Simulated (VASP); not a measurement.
# GaN (Fm-3m) in VASP: single point with PBE

Aim: the single point of GaN with PBE.

Everything below comes from runs of VASP 6.6.1. Logs are shortened: lines on timing, memory, paths and dates and some standing lists are left out, and cuts for length are marked.

## (1) The crystal as given

The structure is cubic, space group Fm-3m (No. 225). The conventional cell has a = 4.270 Å, b = 4.270 Å, c = 4.270 Å, α = 90.00°, β = 90.00°, γ = 90.00°. Ga (site symmetry m-3m) is surrounded by 6 N at 2.14 Å. Around N (site symmetry m-3m) lie 6 Ga at 2.14 Å.

Measurements of this composition are mostly on another form, of space group No. 186.

## (2) Single point, PBE

Contents of INCAR:

```
SYSTEM = GaN
PREC = Accurate
ENCUT = 520
EDIFF = 1E-6
ISMEAR = 0
SIGMA = 0.05
LREAL = .False.
LASPH = .True.
NELM = 60
ALGO = Normal
ISIF = 2
LWAVE = .False.
LCHARG = .False.
GGA = PE
NBANDS = 16
```

Contents of KPOINTS:

```
Automatic mesh
0
Gamma
  14 14 14
  0 0 0
```

Contents of POSCAR:

```
GaN
1.0
    0.0000000000      2.1352350000      2.1352350000
    2.1352350000      0.0000000000      2.1352350000
    2.1352350000      2.1352350000      0.0000000000
Ga N
1 1
Direct
    0.0000000000      0.0000000000      0.0000000000
    0.5000000000      0.5000000000      0.5000000000
```

Potentials or basis: VASP PAW PBE potentials, release 64 (Ga_d, N).

Command:

```console
cat potpaw_PBE.64/Ga_d/POTCAR potpaw_PBE.64/N/POTCAR > POTCAR
mpirun -np 1 vasp_std > vasp.out
```

OUTCAR:

```text
SYSTEM = GaN
   PREC = Accurate
   ENCUT = 520
   EDIFF = 1E-6
   ISMEAR = 0
   LREAL = .False.
   LASPH = .True.
   NELM = 60
   ISIF = 2
   GGA = PE

 ion  position               nearest neighbor table
   1  0.000  0.000  0.000-   2 2.14   2 2.14   2 2.14   2 2.14   2 2.14   2 2.14
   2  0.500  0.500  0.500-   1 2.14   1 2.14   1 2.14   1 2.14   1 2.14   1 2.14

  LATTYP: Found a face centered cubic cell.
 ALAT       =     4.2704700000

  Lattice vectors:

 A1 = (   0.0000000000,   2.1352350000,   2.1352350000)
 A2 = (   2.1352350000,   0.0000000000,   2.1352350000)
 A3 = (   2.1352350000,   2.1352350000,   0.0000000000)

Analysis of symmetry for initial positions (statically):
=====================================================================
 Subroutine PRICEL returns:
 Original cell was already a primitive cell.

 Routine SETGRP: Setting up the symmetry group for a
 face centered cubic supercell.

 Subroutine GETGRP returns: Found 48 space group operations
 (whereof 48 operations were pure point group operations)
 out of a pool of 48 trial point group operations.

The static configuration has the point symmetry O_h .

Analysis of symmetry for dynamics (positions and initial velocities):
=====================================================================
 Subroutine PRICEL returns:
 Original cell was already a primitive cell.

 Routine SETGRP: Setting up the symmetry group for a
 face centered cubic supercell.

 Subroutine GETGRP returns: Found 48 space group operations
 (whereof 48 operations were pure point group operations)
 out of a pool of 48 trial point group operations.

The dynamic configuration has the point symmetry O_h .

 Subroutine INISYM returns: Found 48 space group operations
 (whereof 48 operations are pure point group operations),
 and found     1 'primitive' translations

----------------------------------------------------------------------------------------

                                     Primitive cell

  volume of cell :      19.4700

  direct lattice vectors                    reciprocal lattice vectors
     0.000000000  2.135235000  2.135235000    -0.234166263  0.234166263  0.234166263
     2.135235000  0.000000000  2.135235000     0.234166263 -0.234166263  0.234166263
     2.135235000  2.135235000  0.000000000     0.234166263  0.234166263 -0.234166263

  length of vectors
     3.019678296  3.019678296  3.019678296     0.405587864  0.405587864  0.405587864

  position of ions in fractional coordinates (direct lattice)
     0.000000000  0.000000000  0.000000000
     0.500000000  0.500000000  0.500000000

  ion indices of the primitive-cell ions
   primitive index   ion index
                 1           1
                 2           2

----------------------------------------------------------------------------------------

 KPOINTS: Automatic mesh

Automatic generation of k-mesh.
 Grid dimensions read from file:
 generate k-points for:   14   14   14

 Generating k-lattice:

  Cartesian coordinates                     Fractional coordinates (reciprocal lattice)
    -0.016726162  0.016726162  0.016726162     0.071428571  0.000000000  0.000000000
     0.016726162 -0.016726162  0.016726162     0.000000000  0.071428571  0.000000000
     0.016726162  0.016726162 -0.016726162     0.000000000  0.000000000  0.071428571

  Length of vectors
     0.028970562  0.028970562  0.028970562

  Shift w.r.t. Gamma in fractional coordinates (k-lattice)
     0.000000000  0.000000000  0.000000000

 Subroutine IBZKPT returns following result:
 ===========================================

 Found    104 irreducible k-points:

 Following reciprocal coordinates:
            Coordinates               Weight
  0.000000  0.000000  0.000000      1.000000
  0.071429  0.000000  0.000000      8.000000
  0.142857  0.000000  0.000000      8.000000
  0.214286  0.000000  0.000000      8.000000
  0.285714  0.000000  0.000000      8.000000
  0.357143  0.000000  0.000000      8.000000
[... 16 lines left out ...]
  0.214286  0.142857  0.000000     24.000000
  0.285714  0.142857  0.000000     24.000000
 [... further k-points ...]
   k-points           NKPTS =    104   k-points in BZ     NKDIM =    104   number of bands    NBANDS=     16
   number of dos      NEDOS =    301   number of ions     NIONS =      2
   total plane-waves  NPLWV =  13824
   dimension x,y,z NGX =    24 NGY =   24 NGZ =   24
   dimension x,y,z NGXF=    48 NGYF=   48 NGZF=   48
   ions per type =               1   1
   NGX,Y,Z   is equivalent  to a cutoff of  13.21, 13.21, 13.21 a.u.
   NGXF,Y,Z  is equivalent  to a cutoff of  26.43, 26.43, 26.43 a.u.
 SYSTEM =  GaN
   PREC   = accura    normal or accurate (medium, high low for compatibility)
   ISTART =      0    job   : 0-new  1-cont  2-samecut
   ICHARG =      2    charge: 1-file 2-atom 10-const
   ISPIN  =      1    spin polarized calculation?
   LNONCOLLINEAR =      F non collinear calculations
   LSORBIT =      F    spin-orbit coupling
   LASPH  =      T    aspherical Exc in radial PAW
   ENCUT  =  520.0 eV  38.22 Ry    6.18 a.u.   5.61  5.61  5.61*2*pi/ulx,y,z
   NELM   =     60;   NELMIN=  2; NELMDL= -5     # of ELM steps
   EDIFF  = 0.1E-05   stopping-criterion for ELM
   LREAL  =      F    real-space projection
   EDIFFG = 0.1E-04   stopping-criterion for IOM
   NSW    =      0    number of steps for IOM
   IBRION =     -1    ionic relax: 0-MD 1-quasi-New 2-CG
   NFREE  =      0    steps in history (QN), initial steepest desc. (CG)
   ISIF   =      2    stress and relaxation
   ISYM   =      2    0-nonsym 1-usesym 2-fastsym
   POTIM  = 0.5000    time-step for ionic-motion
   TEBEG  =    0.0;   TEEND  =   0.0 temperature during run
   PSTRESS=    0.0 pullay stress
   NELECT =      18.0000    total number of electrons
   NUPDOWN=      -1.0000    fix difference up-down
   EMIN   =  10.00;   EMAX   =-10.00  energy-range for DOS
   EFERMI =   0.00;   METHOD = LEGACY
   ISMEAR =     0;   SIGMA  =   0.05  broadening in eV -4-tet -1-fermi 0-gaus
   EFERMI_NEDOS =   21; number of points for ismear=-14 and -15
   IALGO  =     38    algorithm
   IMIX   =      4    mixing-type and parameters
     AMIX     =   0.40;   BMIX     =  1.00
     AMIX_MAG =   1.60;   BMIX_MAG =  1.00
  volume/ion in A,a.u.               =       9.74        65.70
  Fermi-wavevector in a.u.,A,eV,Ry     =   1.594814  3.013761 34.605481  2.543431
  Thomas-Fermi vector in A             =   2.692830
   LORBIT       =      0    0 simple, 1 ext, 2 COOP (PROOUT), +10 PAW based schemes
   GGA     = PE    functional components
   LHFCALC =     F    Hartree Fock is set to
   AEXX    =    0.0000 exact exchange contribution
   IVDW    =     0    specifies the selected vdW correction
   LEPSILON=     F    determine dielectric tensor
   LRPA    =     F    only Hartree local field effects (RPA)
 non-spin polarized calculation
 Gauss-broadening in eV      SIGMA  =   0.05
  energy-cutoff  :      520.00
  volume of cell :       19.47
 maximum number of plane-waves:       544
   NGX = 11   NGY = 11   NGZ = 11

 number of electron      18.0000005 magnetization

 Free energy of the ion-electron system (eV)
  ---------------------------------------------------
  ext. energy  EPLUGINS =         0.00000000
  ---------------------------------------------------
  free energy    TOTEN  =       -11.20680067 eV

  energy without entropy =      -11.20680067  energy(sigma->0) =      -11.20680067

 E-fermi :   7.7253     XC(G=0): -12.9044

 val. band max:        7.5190367890   @ k =  -0.2143   0.1429   0.0000
 cond. band min:       7.9155711838   @ k =   0.5000   0.5000   0.0000
 fundamental gap:      0.3965343947
 Fermi energy:         7.7253303387

 k-point     1 :       0.0000    0.0000    0.0000
  band No.  band energies     occupation
      1      -9.4814      2.00000
      2      -6.4855      2.00000
      3      -6.4855      2.00000
      4      -6.4855      2.00000
      5      -6.3985      2.00000
      6      -6.3985      2.00000
[... 8 lines left out ...]
     15      22.8978      0.00000
     16      22.8978      0.00000

 k-point     2 :       0.0714    0.0000    0.0000
  band No.  band energies     occupation
      1      -9.3848      2.00000
      2      -6.4890      2.00000
      3      -6.4801      2.00000
      4      -6.4801      2.00000
      5      -6.4051      2.00000
      6      -6.4051      2.00000
[... 8 lines left out ...]
     15      23.0221      0.00000
     16      23.0222      0.00000

 k-point     3 :       0.1429    0.0000    0.0000
  band No.  band energies     occupation
      1      -9.1002      2.00000
      2      -6.4984      2.00000
      3      -6.4771      2.00000
      4      -6.4771      2.00000
      5      -6.4113      2.00000
      6      -6.4113      2.00000
[... 8 lines left out ...]
     15      23.5669      0.00000
     16      23.5669      0.00000

 k-point     4 :       0.2143    0.0000    0.0000
  band No.  band energies     occupation
      1      -8.6444      2.00000
      2      -6.5116      2.00000
      3      -6.5044      2.00000
      4      -6.5043      2.00000
      5      -6.3882      2.00000
      6      -6.3882      2.00000
[... 8 lines left out ...]
     15      24.5043      0.00000
     16      24.5043      0.00000

 k-point     5 :       0.2857    0.0000    0.0000
  band No.  band energies     occupation
      1      -8.0537      2.00000
      2      -6.5469      2.00000
      3      -6.5469      2.00000
      4      -6.5250      2.00000
      5      -6.3496      2.00000
      6      -6.3496      2.00000
[... 8 lines left out ...]
     15      25.7799      0.00000
     16      25.7799      0.00000

 k-point     6 :       0.3571    0.0000    0.0000
  band No.  band energies     occupation
      1      -7.4028      2.00000
      2      -6.5872      2.00000
      3      -6.5872      2.00000
      4      -6.5338      2.00000
      5      -6.3124      2.00000
      6      -6.3124      2.00000
[... 8 lines left out ...]
     15      27.3357      0.00000
     16      27.3357      0.00000

 k-point     7 :       0.4286    0.0000    0.0000
  band No.  band energies     occupation
      1      -6.8512      2.00000
      2      -6.6154      2.00000
      3      -6.6154      2.00000
      4      -6.5244      2.00000
      5      -6.2860      2.00000
      6      -6.2860      2.00000
[... 8 lines left out ...]
     15      29.0511      0.00000
     16      29.0511      0.00000

 k-point     8 :       0.5000    0.0000    0.0000
  band No.  band energies     occupation
      1      -6.6611      2.00000
      2      -6.6255      2.00000
      3      -6.6255      2.00000
      4      -6.4762      2.00000
      5      -6.2765      2.00000
      6      -6.2765      2.00000
[... 8 lines left out ...]
     15      30.2080      0.00000
     16      30.2080      0.00000

 k-point     9 :       0.0714    0.0714    0.0000
  band No.  band energies     occupation
      1      -9.3539      2.00000
      2      -6.4937      2.00000
      3      -6.4754      2.00000
      4      -6.4754      2.00000
      5      -6.4214      2.00000
      6      -6.3934      2.00000
[... 8 lines left out ...]
     15      24.2469      0.00000
     16      24.2469      0.00000
[... 172 lines left out ...]
 k-point    19 :      -0.2143    0.0714    0.0000
  band No.  band energies     occupation
      1      -8.3996      2.00000
      2      -6.5277      2.00000
      3      -6.5230      2.00000
      4      -6.5045      2.00000
      5      -6.3999      2.00000
      6      -6.3272      2.00000
[... 8 lines left out ...]
     15      23.9769      0.00000
     16      26.1828      0.00000

 k-point    20 :      -0.1429    0.0714    0.0000
  band No.  band energies     occupation
      1      -8.8898      2.00000
      2      -6.5061      2.00000
      3      -6.4850      2.00000
      4      -6.4790      2.00000
      5      -6.4365      2.00000
      6      -6.3703      2.00000
[... 8 lines left out ...]
     15      23.5783      0.00000
     16      25.1120      0.00000

 k-point    21 :      -0.0714    0.0714    0.0000
  band No.  band energies     occupation
      1      -9.2269      2.00000
      2      -6.4956      2.00000
      3      -6.4747      2.00000
      4      -6.4709      2.00000
      5      -6.4310      2.00000
      6      -6.3942      2.00000
[... 8 lines left out ...]
     15      23.4538      0.00000
     16      24.2091      0.00000

 k-point    22 :       0.1429    0.1429    0.0000
  band No.  band energies     occupation
      1      -8.9968      2.00000
      2      -6.5164      2.00000
      3      -6.4605      2.00000
      4      -6.4457      2.00000
      5      -6.4457      2.00000
      6      -6.3793      2.00000
[... 8 lines left out ...]
     15      26.4171      0.00000
     16      26.4171      0.00000

 k-point    23 :       0.2143    0.1429    0.0000
  band No.  band energies     occupation
      1      -8.6979      2.00000
      2      -6.5299      2.00000
      3      -6.4773      2.00000
      4      -6.4376      2.00000
      5      -6.4041      2.00000
      6      -6.3636      2.00000
[... 8 lines left out ...]
     15      26.8060      0.00000
     16      27.2166      0.00000

 k-point    24 :       0.2857    0.1429    0.0000
  band No.  band energies     occupation
      1      -8.2810      2.00000
      2      -6.5431      2.00000
      3      -6.4859      2.00000
      4      -6.4584      2.00000
      5      -6.3310      2.00000
      6      -6.3187      2.00000
[... 8 lines left out ...]
     15      26.8757      0.00000
     16      27.9367      0.00000

 [... further k-points ...]
[... 5 lines left out ...]
  --------------------------------------------------------------------------------------
  -------------------------------------------------------------------------------------
  Total        0.0523384      0.0523384      0.0523384      0.0000000      0.0000000      0.0000000
  in kB        4.3068958      4.3068958      4.3068958      0.0000000      0.0000000      0.0000000
  external PRESSURE =       4.3068958 kB  Pullay stress =       0.0000000 kB

 VOLUME and BASIS-vectors are now :
 -----------------------------------------------------------------------------
  energy-cutoff  :      520.00
  volume of cell :       19.47
      direct lattice vectors                 reciprocal lattice vectors
     0.000000000  2.135235000  2.135235000    -0.234166263  0.234166263  0.234166263
     2.135235000  0.000000000  2.135235000     0.234166263 -0.234166263  0.234166263
     2.135235000  2.135235000  0.000000000     0.234166263  0.234166263 -0.234166263

 POSITION                                       TOTAL-FORCE (eV/Angst)
 -----------------------------------------------------------------------------------
      0.00000      0.00000      0.00000         0.000000     -0.000000     -0.000000
      2.13524      2.13524      2.13524        -0.000000      0.000000      0.000000
 -----------------------------------------------------------------------------------
    total drift:                                0.000000     -0.000000     -0.000000

  FREE ENERGIE OF THE ION-ELECTRON SYSTEM (eV)
  ---------------------------------------------------
  free  energy   TOTEN  =       -11.2068006663 eV

  energy  without entropy=      -11.2068006663  energy(sigma->0) =      -11.20680067
```

It took 15 s on 1 thread of Intel Xeon Platinum 8488C (Sapphire Rapids), shared host; peak memory 0.16 GiB.

Results:

| Quantity | Value |
| --- | --- |
| Free energy | -11.2068 eV |
| Pressure | 0.4 GPa |
| Band gap on the k mesh | 0.40 eV, indirect (least direct gap 2.37 eV) |

A k mesh can miss the band edges. A hybrid or GW would open this gap; PBE tends to underestimate it.
